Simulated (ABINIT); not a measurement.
Runs of ABINIT 10.8.3 (patched build) on ZrS2. Symmetry: P-3m1, No. 164, trigonal system. Conventional cell: a = 3.691 Å, b = 3.691 Å, c = 6.041 Å, α = 90.00°, β = 90.00°, γ = 120.00°. Around Zr (site symmetry -3m) lie 6 S at 2.57 Å. S (site symmetry 3m) is surrounded by 3 Zr at 2.57 Å. The cell is a database's computed one.

```tsv
potentials or basis	cutoff (eV)	fine-grid cutoff	gap on the mesh (eV)	pressure (GPa)	largest force (eV/Å)
JTH PAW PBE v2.0	544	1088.46 eV	1.05	0.3	(a)
SG15 NC PBE v1.2	816	-	(b)	0.6	0.06
PseudoDojo NC SR PBE v0.5 standard	898	-	1.05	0.5	0.05
PseudoDojo NC SR PBE v0.4 stringent	898	-	1.05	0.5	0.05
PseudoDojo NC SR PBE v0.4.1 standard	898	-	1.05	0.5	0.05
SPMS NC PBE v1.0	571	-	1.04	0.7	0.08
PseudoDojo NC SR PBE v0.5 stringent	898	-	1.05	0.5	0.05
```

Alike in all rows: task band structure; level PBE; no spin polarisation; cell as given; k mesh 8 × 8 × 5; smearing fermi-dirac 0.05 eV.

**Question.** Fill in the values left out.

**Answer.** (a) 0.03; (b) 1.06.

Caveats: this functional lacks dispersion, which binds the layers, so the pressure and a relaxed spacing across them are unreliable.

A k mesh can miss the band edges, and the runs leave out spin-orbit coupling on Zr.
